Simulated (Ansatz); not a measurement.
# CdSe (Cadmoselite): the cost of one run

Method: DFT PBEsol, frozen-core PAW, scalar-relativistic unless said, in Ansatz 0.2.0.

The COD entry's cell or inner coordinates are ideal or old and differ from later refinements, so a difference from it is no clean test against experiment.

## Step 1: The system as given

Symmetry: P6_3mc, No. 186, hexagonal system. The conventional cell has a = 4.300 Å, b = 4.300 Å, c = 7.020 Å, α = 90.00°, β = 90.00°, γ = 120.00°. Cd (site symmetry 3m) has 4 Se at 2.61 to 2.70 Å in its first shell of neighbours. Se (site symmetry 3m) is surrounded by 4 Cd at 2.61 to 2.70 Å.

As a file:

```cif
data_structure
_symmetry_space_group_name_H-M 'P6_3mc'
_symmetry_Int_Tables_number 186
_cell_length_a 4.3000
_cell_length_b 4.3000
_cell_length_c 7.0200
_cell_angle_alpha 90.000
_cell_angle_beta 90.000
_cell_angle_gamma 120.000
_cell_volume 112.41
loop_
_atom_site_label
_atom_site_type_symbol
_atom_site_symmetry_multiplicity
_atom_site_Wyckoff_symbol
_atom_site_fract_x
_atom_site_fract_y
_atom_site_fract_z
_atom_site_occupancy
Cd1 Cd 2 b 0.33333 0.66667 0.00000 1
Se1 Se 2 b 0.33333 0.66667 0.38500 1
```

Cartesian axes are those of the input's lattice vectors. The structure goes back to a database entry.

## Step 2: Cell and atoms relaxed, PAW

Contents of input.yaml:

```yaml
crystal:
  lattice:
    - [4.30000000001, 0.0, 0.0]
    - [-2.15000000001, 3.72390923628, 0.0]
    - [0.0, 0.0, 7.02]
  atoms:
    - { symbol: Cd, position: [0.333333333333, 0.666666666667, 0.0] }
    - { symbol: Cd, position: [0.666666666667, 0.333333333333, 0.5] }
    - { symbol: Se, position: [0.333333333333, 0.666666666667, 0.385] }
    - { symbol: Se, position: [0.666666666667, 0.333333333333, 0.885] }
kpoints:
  mp_grid: { grid: [8, 8, 4] }
scf:
  occupations: { method: fermi_dirac, width: 0.08 }
hamiltonian:
  xc: pbesol
  pseudopotentials: { kind: paw }
relax:
  f_tol: 0.002
  max_steps: 80
  cell: {}
output:
  forces: true
  stress: true
```

Command:

```sh
$ ansatz run input.yaml --threads 1 --pin off --max-ram 3072MiB --backend cpu --events-out ev --progress --plain --runs-dir out
```

**Question.** How long does this run take on 1 thread of Arm Neoverse V1, shared host, and how much memory does it need?

About 59 s, with a peak of 0.4 GiB.
